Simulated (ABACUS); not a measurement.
Crystal: Ta.

```
Ta
1.0
     1.65128    1.65128    1.65128
    -1.65128    1.65128    1.65128
    -1.65128   -1.65128    1.65128
Ta
1
Direct
  0.00000 0.00000 0.00000
```

Base run:

| Quantity | Value |
| --- | --- |
| Program | ABACUS 3.10.1 |
| Functional | WC |
| Potentials or basis | SSSP 1.3 efficiency PBE |
| Cutoff | 748 eV |
| Density cutoff | 5987 eV |
| Basis | plane waves |
| k mesh | 9 × 9 × 9 |
| Occupations | fermi-dirac, width 0.05 eV |
| Spin | no spin polarisation |

Its results: band gap on the k mesh none (metal or under the smearing width); pressure -3.1 GPa.

The run is repeated on the same cell with these changes: functional from WC to B86bPBE; potentials or basis from SSSP 1.3 efficiency PBE to Ansatz NC PBE; cutoff from 748 eV to 1007 eV; density cutoff from 5987 eV to 4027 eV; valence electrons from 13 to 27. What comes out?

Band gap on the k mesh none (metal or under the smearing width); pressure 4.0 GPa.

Caveats: the potentials were made for another functional, which shifts forces and pressure.
